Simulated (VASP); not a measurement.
# VASP inputs for BaF2 (fluorite)

INCAR

```
NSW = 0
PREC = Accurate
LREAL = .FALSE.
LELF = .TRUE.
NBANDS = 19
NELM = 120
LWAVE = .FALSE.
IBRION = -1
ISIF = 2
ISMEAR = -1
SIGMA = 0.02
LCHARG = .TRUE.
ENCUT = 520
EDIFF = 1E-7
LASPH = .TRUE.
GGA = PE
```

KPOINTS

```
KPOINTS created by Atomic Simulation Environment
0
Gamma
8 8 8
0 0 0
```

KPOINTS_OPT

```
special points
7
Reciprocal
0.0000000000 0.0000000000 0.0000000000 1
0.5000000000 0.0000000000 0.5000000000 1
0.6250000000 0.2500000000 0.6250000000 1
0.3750000000 0.3750000000 0.7500000000 1
0.5000000000 0.5000000000 0.5000000000 1
0.5000000000 0.2500000000 0.7500000000 1
0.0000000000 0.2291670000 -0.2291670000 1
```

POSCAR

```
Ba F
 1.0000000000000000
    -0.0000000000000000    3.0971637718237388    3.0971637718237388
     3.0971637718237388   -0.0000000000000000    3.0971637718237388
     3.0971637718237388    3.0971637718237388   -0.0000000000000000
 Ba  F
   1   2
Cartesian
  0.0000000000000000 -0.0000000000000000 -0.0000000000000000
  1.5485818859118694  1.5485818859118694  1.5485818859118694
  4.6457456577356080  4.6457456577356080  4.6457456577356080
```

VASP ran with the recommended PBE PAW datasets (24 valence electrons in the cell).

Estimate the main results of this run.

gap between bands v and c 6.77 eV; least direct gap 6.85 eV; pressure 2.5 GPa.

Band v is the last that the valence electrons fill when counted band by band, and c is the next. Levels in eV from the top of v:

```
point    v−1      v     c   c+1
    Γ  -0.08  -0.08  6.77  9.18
    X  -0.33  -0.13  7.24  9.01
    K  -0.20  -0.18  7.54  9.37
    L  -0.17  -0.17  9.11  9.18
    W  -0.32  -0.19  7.55  9.80
```
